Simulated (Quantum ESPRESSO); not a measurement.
The system is CuO.

```
CELL_PARAMETERS angstrom
2.83633 0.00000 0.00000
-1.41816 2.45633 0.00000
0.00000 0.00000 2.76811
ATOMIC_POSITIONS crystal
Cu 0.00000 0.00000 0.00000
O 0.66667 0.33333 0.50000
```

Measurements of this composition are mostly on another form, of space group No. 15.

Base run:

```yaml
Program: Quantum ESPRESSO 7.5
Functional: LDA
Potentials_or_basis: SSSP 1.3 efficiency PBE
Cutoff: 748 eV
Density_cutoff: 5987 eV
k_mesh: 11 × 11 × 10
Occupations: fermi-dirac, width 0.05 eV
Spin: no spin polarisation
Hubbard_terms: Cu d U = 6 eV
```

Its results: band gap on the k mesh none (metal or under the smearing width); pressure -11.2 GPa.

Q: After a change of settings the same cell gave: band gap on the k mesh none (metal or under the smearing width); pressure -14.1 GPa. Which change was it?
A. functional from LDA to PBE; hubbard terms from Cu d U = 6 eV to none; hubbard projectors from ortho-atomic to none
B. hubbard terms from Cu d U = 6 eV to none
C. hubbard terms from Cu d U = 6 eV to Cu d U = 3 eV
D. hubbard terms from Cu d U = 6 eV to Cu d U = 5 eV

A: C.

Caveats: the potentials were made for another functional, which shifts forces and pressure; an odd number of electrons without spin polarisation forces a metal; a magnetic or distorted state may lie lower; the run has no spin polarisation, though such a crystal can be magnetic; U without spin polarisation on a metal has little footing.

Not every run made on this cell is shown here.
